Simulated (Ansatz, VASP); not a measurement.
**MgS (Niningerite): VASP beside Ansatz**

```
S Mg
1.0
     0.00000    2.61888    2.61888
     2.61888    0.00000    2.61888
     2.61888    2.61888    0.00000
S Mg
1 1
Direct
  0.50000 0.50000 0.50000
  0.00000 0.00000 0.00000
```

Change from the starting cell: volume scaled by 1.02.

Alike in both runs: task single point; functional PBE; k mesh 9 × 9 × 9; occupations fermi-dirac, width 0.05 eV; no spin polarisation.

```csv
,VASP,Ansatz
version,VASP 6.6.1,Ansatz 0.2.0
potentials or method,"VASP PAW PBE potentials, release 64 (S, Mg)",Ansatz PAW
plane-wave cutoff (eV),520,420
valence electrons in the cell,8,16
```

```tsv
	VASP	Ansatz	Ansatz less VASP
gap on the k mesh at the Fermi level (eV)	2.86	2.88	+0.015
least direct gap on the mesh (eV)	3.56	3.57	+0.013
pressure (GPa)	-0.6	-0.3	+0.29
```

The two sets of potentials don't hold the same shells in valence.

Caveats: an odd mesh through Γ misses points on the zone boundary, where band edges often lie (VASP); odd divisions of the mesh miss points on the zone boundary, where band edges often lie, so the gap on the mesh can be too wide (Ansatz).
